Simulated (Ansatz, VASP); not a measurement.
**MgS (Niningerite) in VASP and in Ansatz**

```
CELL_PARAMETERS angstrom
0.00000 2.65350 2.65350
2.65350 0.00000 2.65350
2.65350 2.65350 0.00000
ATOMIC_POSITIONS crystal
Mg 0.00000 0.00000 0.00000
S 0.50000 0.50000 0.50000
```

Alike in both runs: functional r2SCAN; k mesh 10 × 10 × 10; occupations fermi-dirac, width 0.02 eV; no spin polarisation.

Ansatz relaxed the structure, and its values are those at the end. VASP's run is a single point on that final structure, the one shown.

|  | VASP | Ansatz |
| --- | --- | --- |
| version | VASP 6.6.1 | Ansatz 0.2.0 |
| potentials or method | VASP PAW PBE potentials, release 64 (Mg, S) | PAW plane waves |
| plane-wave cutoff (eV) | 520 | 500 |
| valence electrons in the cell | 8 | 16 |

Ansatz gave:

```
gap on the k mesh at the Fermi level (eV) : 3.34
pressure (GPa)                            : -4.1
```

Problem. Which values does VASP return?

Solution. gap on the k mesh at the Fermi level (eV): 3.30; pressure (GPa): -4.6.

The functional is the same, so the differences come from potentials, cutoffs and numerics. The two sets of potentials don't hold the same shells in valence. Ansatz warned: «stress_scf_threshold_loose».

Caveats: the PAW data sets were made with another functional, which shifts forces and pressure a little (VASP). r2SCAN opens gaps a little over a GGA but as a rule still falls short of measured ones. A k mesh can miss the band edges.
